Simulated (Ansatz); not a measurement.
Here is an Ansatz 0.2.0 calculation.

File input.yaml:

```yaml
crystal:
  lattice:
    - [2.71964, 0.0, 0.0]
    - [0.0, 2.71964, 0.0]
    - [0.0, 0.0, 2.71964]
  atoms:
    - { symbol: Nb, position: [0.5, 0.5, 0.5] }
hamiltonian:
  xc: lda
  pseudopotentials: { kind: paw_fr }
magnetization:
  noncollinear: true
  spin_orbit: true
kpoints:
  mp_grid: { grid: [7, 7, 7] }
  band_path:
    path:
      - [[0.0, 0.0, 0.0], [0.0, 0.5, 0.0], [0.5, 0.5, 0.0], [0.0, 0.0, 0.0], [0.5, 0.5, 0.5], [0.0, 0.5, 0.0]]
      - [[0.5, 0.5, 0.0], [0.5, 0.5, 0.5]]
    npoints: 14
scf:
  occupations: { method: fermi_dirac, width: 0.05 }
  n_extra_bands: 6
output:
  forces: true
  stress: true
  eigenvalues: true
  fatbands: false
```

Potentials or basis: Ansatz PAW.

Command:

```sh
$ ansatz run input.yaml --threads 2 --pin off --max-ram 5632MiB --backend cpu --events-out ev --progress --plain --runs-dir out
```

(1) Estimate the band gap on the k mesh.

(2) Estimate the pressure.

Results:

(1) none (metal or under the smearing width).

(2) -8.1 GPa.

Caveat: the PAW data sets come from PBE, with cores solved anew for the run's functional, which leaves a small shift of forces and pressure.
